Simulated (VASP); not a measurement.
# PtSe2 in VASP: a series of runs

The runs below take PtSe2 through relaxation of cell and atoms, with rev-vdW-DF2, PBE+D3(BJ).

Program: VASP 6.6.1. These are calculated values, not measurements. Logs are shortened: lines on timing, memory, paths and dates and some standing lists are left out, and cuts for length are marked.

**1. Starting point**

The cell holds a slab with vacuum, 9 atoms: a = 3.724 Å, b = 3.724 Å, c = 30.655 Å, α = 90.00°, β = 90.00°, γ = 120.00°.

**2. Relaxation of cell and atoms, rev-vdW-DF2**

INCAR reads:

```
SYSTEM = PtSe2
PREC = Accurate
ENCUT = 600
EDIFF = 1E-6
ISMEAR = 0
SIGMA = 0.03
LREAL = .False.
LASPH = .True.
NELM = 80
ALGO = Normal
ISIF = 3
LWAVE = .False.
LCHARG = .False.
GGA = MK
LUSE_VDW = .True.
AGGAC = 0.0
PARAM1 = 0.1234
PARAM2 = 0.711357
ZAB_VDW = -1.8867
IBRION = 2
NSW = 90
EDIFFG = -0.01
LATTICE_CONSTRAINTS = .TRUE. .TRUE. .FALSE.
KPAR = 4
```

KPOINTS reads:

```
regular mesh
0
Gamma
  9 9 1
  0 0 0
```

POSCAR reads:

```
PtSe2
1.0
    3.7240000000      0.0000000000      0.0000000000
   -1.8620000000      3.2250786000      0.0000000000
    0.0000000000      0.0000000000     30.6550000000
Se Pt
6 3
Direct
    0.6666666700      0.3333333300      0.2935899500
    0.3333333300      0.6666666700      0.3761539700
    0.6666666700      0.3333333300      0.4587179900
    0.3333333300      0.6666666700      0.5412820100
    0.6666666700      0.3333333300      0.6238460300
    0.3333333300      0.6666666700      0.7064100500
    0.0000000000      0.0000000000      0.3348719600
    0.0000000000      0.0000000000      0.5000000000
    0.0000000000      0.0000000000      0.6651280400
```

Potentials or basis: VASP PAW PBE potentials, release 64 (Se, Pt).

On the command line:

```bash
> cat potpaw_PBE.64/Se/POTCAR potpaw_PBE.64/Pt/POTCAR > POTCAR
> mpirun -np 4 vasp_std > vasp.out
```

OUTCAR:

```text
SYSTEM = PtSe2
   PREC = Accurate
   ENCUT = 600
   EDIFF = 1E-6
   ISMEAR = 0
   LREAL = .False.
   LASPH = .True.
   NELM = 80
   ISIF = 3
   GGA = MK
   IBRION = 2
   NSW = 90
   EDIFFG = -0.01

 ion  position               nearest neighbor table
   1  0.667  0.333  0.294-   7 2.49   7 2.49   7 2.49
   2  0.333  0.667  0.376-   7 2.49   7 2.49   7 2.49
   3  0.667  0.333  0.459-   8 2.49   8 2.49   8 2.49
   4  0.333  0.667  0.541-   8 2.49   8 2.49   8 2.49
   5  0.667  0.333  0.624-   9 2.49   9 2.49   9 2.49
   6  0.333  0.667  0.706-   9 2.49   9 2.49   9 2.49
   7  0.000  0.000  0.335-   2 2.49   1 2.49   2 2.49   1 2.49   2 2.49   1 2.49
   8  0.000  0.000  0.500-   3 2.49   4 2.49   4 2.49   3 2.49   3 2.49   4 2.49
   9  0.000  0.000  0.665-   5 2.49   6 2.49   5 2.49   6 2.49   5 2.49   6 2.49

  LATTYP: Found a hexagonal cell.
 ALAT       =     3.7240000000
 C/A-ratio  =     8.2317400644

  Lattice vectors:

 A1 = (   3.7240000000,   0.0000000000,   0.0000000000)
 A2 = (  -1.8620000000,   3.2250786000,   0.0000000000)
 A3 = (   0.0000000000,   0.0000000000,  30.6550000000)

Analysis of symmetry for initial positions (statically):
=====================================================================
 Subroutine PRICEL returns:
 Original cell was already a primitive cell.

 Routine SETGRP: Setting up the symmetry group for a
 hexagonal supercell.

 Subroutine GETGRP returns: Found 12 space group operations
 (whereof 12 operations were pure point group operations)
 out of a pool of 24 trial point group operations.

The static configuration has the point symmetry D_3d.

Analysis of symmetry for dynamics (positions and initial velocities):
=====================================================================
 Subroutine PRICEL returns:
 Original cell was already a primitive cell.

 Routine SETGRP: Setting up the symmetry group for a
 hexagonal supercell.

 Subroutine GETGRP returns: Found 12 space group operations
 (whereof 12 operations were pure point group operations)
 out of a pool of 24 trial point group operations.

The dynamic configuration has the point symmetry D_3d.

 Subroutine INISYM returns: Found 12 space group operations
 (whereof 12 operations are pure point group operations),
 and found     1 'primitive' translations

----------------------------------------------------------------------------------------

                                     Primitive cell

  volume of cell :     368.1725

  direct lattice vectors                    reciprocal lattice vectors
     3.724000000  0.000000000  0.000000000     0.268528464  0.155034981  0.000000000
    -1.862000000  3.225078600  0.000000000     0.000000000  0.310069962  0.000000000
     0.000000000  0.000000000 30.655000000     0.000000000  0.000000000  0.032621106

  length of vectors
     3.724000000  3.723999997 30.655000000     0.310069962  0.310069962  0.032621106

  position of ions in fractional coordinates (direct lattice)
     0.666666670  0.333333330  0.293589950
     0.333333330  0.666666670  0.376153970
     0.666666670  0.333333330  0.458717990
     0.333333330  0.666666670  0.541282010
     0.666666670  0.333333330  0.623846030
     0.333333330  0.666666670  0.706410050
     0.000000000  0.000000000  0.334871960
     0.000000000  0.000000000  0.500000000
     0.000000000  0.000000000  0.665128040

  ion indices of the primitive-cell ions
   primitive index   ion index
                 1           1
                 2           2
                 3           3
                 4           4
                 5           5
                 6           6
                 7           7
                 8           8
                 9           9

----------------------------------------------------------------------------------------

 KPOINTS: regular mesh

Automatic generation of k-mesh.
 Grid dimensions read from file:
 generate k-points for:    9    9    1

 Generating k-lattice:

  Cartesian coordinates                     Fractional coordinates (reciprocal lattice)
     0.029836496  0.017226109  0.000000000     0.111111111  0.000000000  0.000000000
     0.000000000  0.034452218  0.000000000     0.000000000  0.111111111  0.000000000
     0.000000000  0.000000000  0.032621106     0.000000000  0.000000000  1.000000000

  Length of vectors
     0.034452218  0.034452218  0.032621106

  Shift w.r.t. Gamma in fractional coordinates (k-lattice)
     0.000000000  0.000000000  0.000000000

 Subroutine IBZKPT returns following result:
 ===========================================

 Found     12 irreducible k-points:

 Following reciprocal coordinates:
            Coordinates               Weight
  0.000000  0.000000  0.000000      1.000000
  0.111111 -0.000000  0.000000      6.000000
  0.222222 -0.000000  0.000000      6.000000
  0.333333 -0.000000  0.000000      6.000000
  0.444444 -0.000000  0.000000      6.000000
  0.111111  0.111111  0.000000      6.000000
  0.222222  0.111111  0.000000     12.000000
  0.333333  0.111111  0.000000     12.000000
  0.444444  0.111111  0.000000      6.000000
  0.222222  0.222222  0.000000      6.000000
  0.333333  0.222222  0.000000     12.000000
  0.333333  0.333333  0.000000      2.000000
   k-points           NKPTS =     12   k-points in BZ     NKDIM =     12   number of bands    NBANDS=     39
   number of dos      NEDOS =    301   number of ions     NIONS =      9
   total plane-waves  NPLWV = 225000
   dimension x,y,z NGX =    30 NGY =   30 NGZ =  250
   dimension x,y,z NGXF=    60 NGYF=   60 NGZF=  500
   ions per type =               6   3
   NGX,Y,Z   is equivalent  to a cutoff of  13.39, 13.39, 13.56 a.u.
   NGXF,Y,Z  is equivalent  to a cutoff of  26.79, 26.79, 27.12 a.u.
 SYSTEM =  PtSe2
   PREC   = accura    normal or accurate (medium, high low for compatibility)
   ISTART =      0    job   : 0-new  1-cont  2-samecut
   ICHARG =      2    charge: 1-file 2-atom 10-const
   ISPIN  =      1    spin polarized calculation?
   LNONCOLLINEAR =      F non collinear calculations
   LSORBIT =      F    spin-orbit coupling
   LASPH  =      T    aspherical Exc in radial PAW
   ENCUT  =  600.0 eV  44.10 Ry    6.64 a.u.   7.44  7.44 61.23*2*pi/ulx,y,z
   NELM   =     80;   NELMIN=  2; NELMDL= -5     # of ELM steps
   EDIFF  = 0.1E-05   stopping-criterion for ELM
   LREAL  =      F    real-space projection
   EDIFFG = -.1E-01   stopping-criterion for IOM
   NSW    =     90    number of steps for IOM
   IBRION =      2    ionic relax: 0-MD 1-quasi-New 2-CG
   NFREE  =      1    steps in history (QN), initial steepest desc. (CG)
   ISIF   =      3    stress and relaxation
   ISYM   =      2    0-nonsym 1-usesym 2-fastsym
   POTIM  = 0.5000    time-step for ionic-motion
   TEBEG  =    0.0;   TEEND  =   0.0 temperature during run
   PSTRESS=    0.0 pullay stress
   NELECT =      66.0000    total number of electrons
   NUPDOWN=      -1.0000    fix difference up-down
   EMIN   =  10.00;   EMAX   =-10.00  energy-range for DOS
   EFERMI =   0.00;   METHOD = LEGACY
   ISMEAR =     0;   SIGMA  =   0.03  broadening in eV -4-tet -1-fermi 0-gaus
   EFERMI_NEDOS =   21; number of points for ismear=-14 and -15
   IALGO  =     38    algorithm
   IMIX   =      4    mixing-type and parameters
     AMIX     =   0.40;   BMIX     =  1.00
     AMIX_MAG =   1.60;   BMIX_MAG =  1.00
  volume/ion in A,a.u.               =      40.91       276.06
  Fermi-wavevector in a.u.,A,eV,Ry     =   0.923079  1.744367 11.593191  0.852076
  Thomas-Fermi vector in A             =   2.048677
   LORBIT       =      0    0 simple, 1 ext, 2 COOP (PROOUT), +10 PAW based schemes
   GGA     = MK    functional components
   LHFCALC =     F    Hartree Fock is set to
   AEXX    =    0.0000 exact exchange contribution
   IVDW_NL    =     1    kernel type
   BPARAM     = 6.3000
   IVDW    =     0    specifies the selected vdW correction
   LEPSILON=     F    determine dielectric tensor
   LRPA    =     F    only Hartree local field effects (RPA)
 conjugate gradient relaxation of ions
 non-spin polarized calculation
 Gauss-broadening in eV      SIGMA  =   0.03
  energy-cutoff  :      600.00
  volume of cell :      368.17
 maximum number of plane-waves:     12349
 NGX is ok and might be reduce to    30
   NGX = 15   NGY = 15   NGZ =123

--------------------------------------- Ionic step        1  -------------------------------------------

 number of electron      66.0000001 magnetization

 Free energy of the ion-electron system (eV)
  ---------------------------------------------------
  ext. energy  EPLUGINS =         0.00000000
  ---------------------------------------------------
  free energy    TOTEN  =       -27.76174236 eV

  energy without entropy =      -27.76174236  energy(sigma->0) =      -27.76174236

------------------------ aborting loop because EDIFF is reached ----------------------------------------

  FORCE on cell =-STRESS in cart. coord.  units (eV):
  Direction    XX          YY          ZZ          XY          YZ          ZX
  --------------------------------------------------------------------------------------
  -------------------------------------------------------------------------------------
  Total        6.3058059      6.3058058      5.4191418     -0.0000000     -0.0000000     -0.0000000
  in kB       27.4409967     27.4409967     23.5824977     -0.0000000     -0.0000000     -0.0000000
  external PRESSURE =      26.1548304 kB  Pullay stress =       0.0000000 kB
[... 118 lines left out ...]
  FREE ENERGIE OF THE ION-ELECTRON SYSTEM (eV)
  ---------------------------------------------------
  free  energy   TOTEN  =       -27.8869693803 eV

  energy  without entropy=      -27.8869693802  energy(sigma->0) =      -27.88696938

Total vdW correction in eV:      9.9181505

[... ionic steps 4 to 7 ...]

--------------------------------------- Ionic step        8  -------------------------------------------

 number of electron      66.0000008 magnetization

------------------------ aborting loop because EDIFF is reached ----------------------------------------

  FORCE on cell =-STRESS in cart. coord.  units (eV):
  Direction    XX          YY          ZZ          XY          YZ          ZX
  --------------------------------------------------------------------------------------
  -------------------------------------------------------------------------------------
  Total       -0.0893555     -0.0893555      0.0013904      0.0000000      0.0000000     -0.0000000
  in kB       -0.3817862     -0.3817862      0.0059407      0.0000000      0.0000000     -0.0000000
  external PRESSURE =      -0.2525439 kB  Pullay stress =       0.0000000 kB
[... 75 lines left out ...]
Total vdW correction in eV:      9.8532173

--------------------------------------- Ionic step       10  -------------------------------------------

 number of electron      66.0000008 magnetization

 Free energy of the ion-electron system (eV)
  ---------------------------------------------------
  ext. energy  EPLUGINS =         0.00000000
  ---------------------------------------------------
  free energy    TOTEN  =       -27.90449041 eV

  energy without entropy =      -27.90449037  energy(sigma->0) =      -27.90449039

 E-fermi :   0.5971     XC(G=0):  -5.8878

 val. band max:        0.5055071381   @ k =   0.0000   0.0000   0.0000
 cond. band min:       0.6949761504   @ k =   0.3333   0.3333   0.0000
 fundamental gap:      0.1894690123
 Fermi energy:         0.5970947183

 k-point     1 :       0.0000    0.0000    0.0000
  band No.  band energies     occupation
      1     -14.8000      2.00000
      2     -14.5284      2.00000
      3     -14.2569      2.00000
      4     -13.1458      2.00000
      5     -12.6750      2.00000
      6     -12.3462      2.00000
[... 529 lines left out ...]
  FREE ENERGIE OF THE ION-ELECTRON SYSTEM (eV)
  ---------------------------------------------------
  free  energy   TOTEN  =       -27.9044904127 eV

  energy  without entropy=      -27.9044903740  energy(sigma->0) =      -27.90449039

Total vdW correction in eV:      9.8558094

 reached required accuracy - stopping structural energy minimisation
```

It took 29 min on 4 MPI ranks of AMD EPYC 9R45 (Zen 5), shared host; peak memory 1.6 GiB.

Results:

```yaml
Free_energy: -27.9045 eV
Relaxed_volume: 41.64 Å³/atom
Relaxed_cell: a = 3.757 Å, b = 3.757 Å, c = 30.655 Å, α = 90.00°, β = 90.00°, γ = 120.00°
Space_group_after_relaxing_to_0.05_Å: P-3m1 (No. 164)
Energy_gained_by_relaxing: 15.9 meV/atom
Ionic_steps: 10
Largest_force_after_relaxing: 0.006 eV/Å
Band_gap_on_the_k_mesh: 0.19 eV, indirect (least direct gap 0.75 eV)
```

Forces in eV/Å, atoms in the order of the input:
```
Se   0.000  0.000 -0.006
Se   0.000  0.000  0.001
Se   0.000  0.000  0.006
Se   0.000  0.000 -0.006
Se   0.000  0.000 -0.001
Se   0.000  0.000  0.006
Pt   0.000  0.000 -0.003
Pt   0.000  0.000  0.000
Pt   0.000  0.000  0.003
```

The path:
```csv
step,energy change (eV),largest force (eV/Å),pressure (GPa),volume (Å³)
1,0.0000,0.8207,2.62,368.17
2,0.0437,0.4663,-2.63,393.48
3,-0.1252,0.1879,-0.04,379.49
4,-0.1252,0.1974,0.01,379.26
5,-0.1344,0.1361,0.03,377.79
6,-0.1414,0.1288,0.07,374.90
7,-0.1425,0.0390,-0.08,375.01
8,-0.1427,0.0207,-0.03,374.98
9,-0.1427,0.0159,0.06,374.57
10,-0.1427,0.0065,0.02,374.73
```

Final structure:
```cif
data_structure
_symmetry_space_group_name_H-M 'P 1'
_symmetry_Int_Tables_number 1
_cell_length_a 3.7570
_cell_length_b 3.7570
_cell_length_c 30.6550
_cell_angle_alpha 90.000
_cell_angle_beta 90.000
_cell_angle_gamma 120.000
_cell_volume 374.73
loop_
_atom_site_label
_atom_site_type_symbol
_atom_site_fract_x
_atom_site_fract_y
_atom_site_fract_z
_atom_site_occupancy
Se1 Se 0.66667 0.33333 0.29216 1
Se2 Se 0.33333 0.66667 0.37739 1
Se3 Se 0.66667 0.33333 0.45731 1
Se4 Se 0.33333 0.66667 0.54269 1
Se5 Se 0.66667 0.33333 0.62261 1
Se6 Se 0.33333 0.66667 0.70784 1
Pt1 Pt 0.00000 0.00000 0.33521 1
Pt2 Pt 0.00000 0.00000 0.50000 1
Pt3 Pt 0.00000 0.00000 0.66479 1
```

Levels at points of the mesh, in eV from the valence-band top:
```
           k point  band 29  band 30  band 31  band 32  band 33  band 34  band 35  band 36  band 37  band 38
(0.00, 0.00, 0.00)    -1.10    -1.02    -0.95    -0.95     0.00     1.45     1.45     1.84     1.84     2.11
```

Caveat: the PAW data sets were made with another functional, which shifts forces and pressure a little; spin-orbit coupling is left out, which moves the levels of the heavy elements. Zero-point motion and thermal expansion aren't in these numbers.

(Continued in part 2 of 3.)
